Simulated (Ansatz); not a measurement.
# MgI2: what symmetry allows forces and stress to be

```yaml
crystal:
  lattice:
    - [4.15370, 0.00000, 0.00000]
    - [-2.07685, 3.59721, 0.00000]
    - [0.00000, 0.00000, 6.86200]
  atoms:
    - { symbol: Mg, position: [0.01251, 0.02502, 0.00000] }
    - { symbol: I, position: [0.33333, 0.66667, 0.75763] }
    - { symbol: I, position: [0.66667, 0.33333, 0.24237] }
```

These are results of DFT PBEsol, scalar-relativistic, plane waves, PAW in Ansatz, not measurements.

Cutoff 420 eV; k points 6×6×4 on the computed 3-atom cell (Γ-centred); Gaussian smearing, width 0.02 eV; no spin polarisation.

This distorted cell has space group Cm, with 2 operations.

Q: Without a calculation: in which directions can each atom feel a force?

A: A force must be left unchanged by every operation that keeps its atom in place, so it lies in the space that those operations leave fixed. Atoms that the group maps onto each other feel forces of one size.
| atom | site symmetry | operations at the site | equivalent to atom | allowed force (Cartesian) |
| --- | --- | --- | --- | --- |
| Mg1 | m | 2 | 1 | in the plane normal to (1.00, 0.00, 0.00) |
| I2 | m | 2 | 2 | in the plane normal to (1.00, 0.00, 0.00) |
| I3 | m | 2 | 3 | in the plane normal to (1.00, 0.00, 0.00) |

That leaves 6 independent force components of 9, tied by 2 conditions that the forces sum to zero, so 4 remain. A relaxation in this cell that keeps the symmetry moves the atoms in these directions alone.

Q: And the stress tensor?

A: It must be invariant under the point group, which leaves 4 independent components: xz, xy vanish.

Q: Do the computed values obey this?

A: Yes. Forces (eV/Å):
```
Mg1  0.000 -0.222  0.003
I2   0.000  0.126  0.015
I3   0.000  0.096 -0.018
```

Stress (GPa, compression positive, xx yy zz yz xz xy): -0.27 -0.21 0.16 -0.08 0.00 0.00. The program imposes the same operations on density, forces and stress, so this confirms the analysis and is no independent test of the calculation.

 The cell holds layers, and where no dispersion correction was added their binding is poorly described.